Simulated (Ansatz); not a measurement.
BeTe: excitons and shallow donors from band masses and screening

Theory: Ansatz, DFT PBE, scalar-relativistic, plane waves, PAW.

Plane waves to 420 eV, a k mesh through Γ of 8×8×8 on the computed 2-atom cell and Gaussian smearing (0.02 eV); no spin polarisation.

Relaxed cell: F-43m, a = 5.664 Å, b = 5.664 Å, c = 5.664 Å, α = 90.00°, β = 90.00°, γ = 90.00°, 2 atoms in the primitive cell.

The calculation gives a Kohn–Sham gap of 2.03 eV, an electron mass of 0.362 mₑ and a hole mass of 0.281 mₑ (harmonic means over x, y, z and over the bands degenerate at each edge), and ε∞ = 7.95 (independent particles, mean of the diagonal). The masses depend on direction at the band edges, which the isotropic model averages.

Q: Estimate the binding energy and radius of a Wannier–Mott exciton and of a shallow donor, and say whether the hydrogenic model can hold.

A: The reduced mass is μ = mₙmₕ/(mₙ + mₕ) = 0.158 mₑ, with mₙ and mₕ the band masses. With E_b = 13.606 eV × μ/ε² and a = 0.529 Å × ε/μ (μ in mₑ) the exciton has E_b = 34 meV and a = 27 Å. For a donor μ is the electron mass: 78 meV and 11.6 Å. The exciton's radius is 7 times the shortest lattice vector (4.00 Å), so the continuum picture is reasonable. In a polar crystal the ions screen too, so a state bound more weakly than an optical phonon feels the larger static constant, which lowers the energy and widens the orbit. The other way, the small Kohn–Sham gap and the missing local fields make ε∞ too large and the masses tend to be too light, which underbinds. The edges lie at different points of the zone, so the exciton is indirect.

Spin-orbit coupling is left out, which matters for the bands of heavy elements.